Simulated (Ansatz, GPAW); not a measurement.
## BaTiO3: 3 runs at one level of theory

```
Ba Ti O
1.0
     3.98550    0.00000    0.00000
     0.00000    2.83690    2.84515
     0.00000   -2.83690    2.84515
Ba Ti O
1 1 3
Direct
  0.00052 0.99985 0.00607
  0.50393 0.51327 0.51997
  0.50040 0.97716 0.50313
  0.51683 0.50211 0.00965
  0.00525 0.48972 0.50255
```

Atoms were shifted at random by some hundredths of an Å from the given cell, which wasn't relaxed again for these runs.

Alike in all runs: task single point; functional PBEsol; k mesh 7 × 7 × 7; occupations fermi-dirac, width 0.05 eV; no spin polarisation; no spin-orbit coupling. Pressure is positive in compression and, in plane waves, holds the error of the finite cutoff, which Ansatz's Pulay term estimates and takes out.

```
                           program and potentials  plane-wave cutoff (eV)                                                                                   notes  pressure (GPa)  largest force (eV/Å)
                               Ansatz, Ansatz PAW                     420  potentials made for PBE, which Ansatz adapts in part; Pulay term of +0.59 GPa included           -3.30                 0.632
   Ansatz, all-electron LAPW, scalar-relativistic                       -                                                                                       -           -3.30                 0.633
GPAW, PAW data sets generated for this functional                     800                                                                                       -           -1.81                 0.620
```

Force on atom 4 (O), eV/Å:

| program and potentials | x | y | z |
| --- | --- | --- | --- |
| Ansatz, Ansatz PAW | -0.242 | 0.089 | -0.577 |
| Ansatz, all-electron LAPW, scalar-relativistic | -0.242 | 0.090 | -0.578 |
| GPAW, PAW data sets generated for this functional | -0.253 | 0.067 | -0.563 |

The pressure spans -3.30 (Ansatz, Ansatz PAW) to -1.81 GPa (GPAW, PAW data sets generated for this functional), with all-electron results at -3.30.

Differences between rows come from potentials, basis sets and numerical settings, since the functional is the same but for its coding. Runs on potential files found faulty are left out.
